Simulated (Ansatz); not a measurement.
Crystal: InSe.

```xyz
4
Lattice="2.0000 1.1547 8.4400 -2.0000 1.1547 8.4400 0.0000 -2.3094 8.4400" Properties=species:S:1:pos:R:3 pbc="T T T"
In    0.0000    0.0000   22.4994
In    0.0000    0.0000    0.0000
Se    0.0000    0.0000    4.3525
Se    0.0000    0.0000    9.7102
```

- Program: Ansatz 0.2.0
- Task: relaxation of cell and atoms
- Functional: LC-wPBE
- Potentials or basis: Ansatz PAW
- Cutoff: 420 eV (not typed: the program's choice for these potentials)
- k mesh: 4 × 4 × 4
- Occupations: fermi-dirac, width 0.05 eV
- Spin: no spin polarisation

At the start: volume 29.24 Å³/atom.

Task: How do energy, volume and symmetry change on relaxing?

Result: It ends after 7 steps and the volume is 30.24 Å³/atom (+3.4 %); space group R3m (No. 160, to 0.05 Å).

The path:
| step | energy change (eV) | largest force (eV/Å) | volume (Å³) |
| --- | --- | --- | --- |
| 1 | 0.0000 | 0.5507 | 116.95 |
| 2 | -0.0539 | 0.0679 | 117.17 |
| 3 | -0.0581 | 0.0177 | 118.06 |
| 4 | -0.0596 | 0.0154 | 119.33 |
| 5 | -0.0599 | 0.0105 | 120.43 |
| 6 | -0.0598 | 0.0020 | 120.97 |
| 7 | -0.0613 | 0.0019 | 120.97 |

Final structure:
```yaml
crystal:
  lattice:
    - [1.98955, 1.14867, 8.82228]
    - [-1.98955, 1.14867, 8.82228]
    - [0.00000, -2.29733, 8.82228]
  atoms:
    - { symbol: In, position: [0.89237, 0.89237, 0.89237] }
    - { symbol: In, position: [0.99631, 0.99631, 0.99631] }
    - { symbol: Se, position: [0.17943, 0.17943, 0.17943] }
    - { symbol: Se, position: [0.37590, 0.37590, 0.37590] }
```

Caveat: the k mesh is coarse (spacing up to 0.46 Å⁻¹), so the values aren't converged, least of all with exact exchange; the plane-wave basis is chosen anew once the cell has moved, so the energies of steps on either side of that aren't comparable; the PAW data sets come from PBE, with cores solved anew for the run's functional, which leaves a small shift of forces and pressure.
